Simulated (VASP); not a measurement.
Input of a VASP 6.6.1 run:

Contents of INCAR:

```
  PREC = Accurate
  ENCUT = 520
  EDIFF = 1E-6
  ISMEAR = 0
  SIGMA = 0.15
  LREAL = F
  LASPH = T
  NELM = 100
  ALGO = Fast
  ISIF = 2
  LWAVE = F
  LCHARG = T
  GGA = PS
  LELF = T
  LVHAR = T
  NBANDS = 18
```

File KPOINTS:

```
Automatic mesh
0
Gamma
  16 16 16
```

Contents of POSCAR:

```
ZnCu
1.0
    2.9450000000      0.0000000000      0.0000000000
    0.0000000000      2.9450000000      0.0000000000
    0.0000000000      0.0000000000      2.9450000000
Zn Cu
1 1
Direct
    0.5000000000      0.5000000000      0.5000000000
    0.0000000000      0.0000000000      0.0000000000
```

Potentials or basis: VASP PAW PBE potentials, release 64 (Zn, Cu).

Command:

```bash
$ cat potpaw_PBE.64/Zn/POTCAR potpaw_PBE.64/Cu/POTCAR > POTCAR
$ mpirun -np 1 vasp_std > vasp.out
```

(1) Estimate the pressure.

(2) Estimate the band gap on the k mesh.

Answers

(1) -3.7 GPa.

(2) none (metal or under the smearing width).

Caveat: the PAW data sets were made with another functional, which shifts forces and pressure a little.
